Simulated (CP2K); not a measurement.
The system is SiNi.

```
Ni Si
1.0
     2.94277    0.00000    0.00000
     0.00000    3.28033    0.00000
     0.00000    0.00000    4.67745
Ni Si
2 2
Direct
  0.50000 0.50000 0.34250
  0.00000 0.00000 0.65750
  0.50000 0.50000 0.84314
  0.00000 0.00000 0.15686
```

The cell is a database's computed one.

Base run:

- Program: CP2K 2026.2
- Functional: LDA
- Potentials or basis: GTH_POTENTIALS Ni GTH-PBE-q18; POTENTIAL_UZH Si GTH-PBE-q4; TZVP-MOLOPT-SR-GTH, TZVP-MOLOPT-PBE-GTH basis
- Density cutoff: 13606 eV
- k mesh: 9 × 8 × 6
- Occupations: fermi-dirac, width 0.05 eV
- Spin: collinear spin, ferromagnetic start
- Starting moments: [1.0, 1.0, 0.0, 0.0] μB

Its results: pressure -2.1 GPa; largest force 0.339 eV/Å.

Question: After a change of settings the same cell gave: pressure 5.3 GPa; largest force 0.177 eV/Å. Which change was it?
A. functional from LDA to r2SCAN
B. functional from LDA to vdW-DF2
C. functional from LDA to rev-vdW-DF2
D. functional from LDA to PBE

Answer: C.

Caveats: the potentials were made for another functional, which shifts forces and pressure; the basis of atomic orbitals isn't converged, which shifts pressures, moduli and gaps; the total moment is fixed, so each spin has its own Fermi level.
